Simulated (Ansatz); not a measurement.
# NbP: strain energy, fitted

NbP, I4_1md, a = 3.347 Å, c = 11.428 Å. The structure is a Materials Project entry; whether it is the stable form wasn't checked. Ansatz: PBE, PAW, 420 eV, Γ-centred 10×10×4 mesh on 8 atoms, Gaussian smearing 0.10 eV; no spin polarisation. Series: uniaxial strain along a, with b, c and atoms relaxed; x is the strain in per cent. y is the free energy over the unstrained cell, V0 = 16.003 Å³/atom.

```tsv
x (%)	y (meV/atom)
-3.0	?
-2.0	4.56
-1.0	1.05
0.0	0.00
1.0	1.20
2.0	4.61
3.0	10.17
```

Fit y = c2 x² + c3 x³ to the other rows, turn c2 into a modulus, and predict the missing energy.

Least squares on the rows shown. y = 1.138 x² − 0.001527 x³. In eV per unit strain² c2 is 11.38; this is Young's modulus along the axis (E = ½ Y V0 ε²): 2 × 11.38 × 160.2 / (16.003) = 228 GPa. At x = -3.0 the fit asked for gives 10.28 meV/atom. The run gave 10.69 meV/atom, so the fit is 0.41 meV/atom too low, 3.8 % of the span of the series, against an rms of 0.06 meV/atom on the fitted rows. The row lies outside the fitted range. With a term in x⁴ added, a fit to the same known rows predicts 9.99 meV/atom, further off still.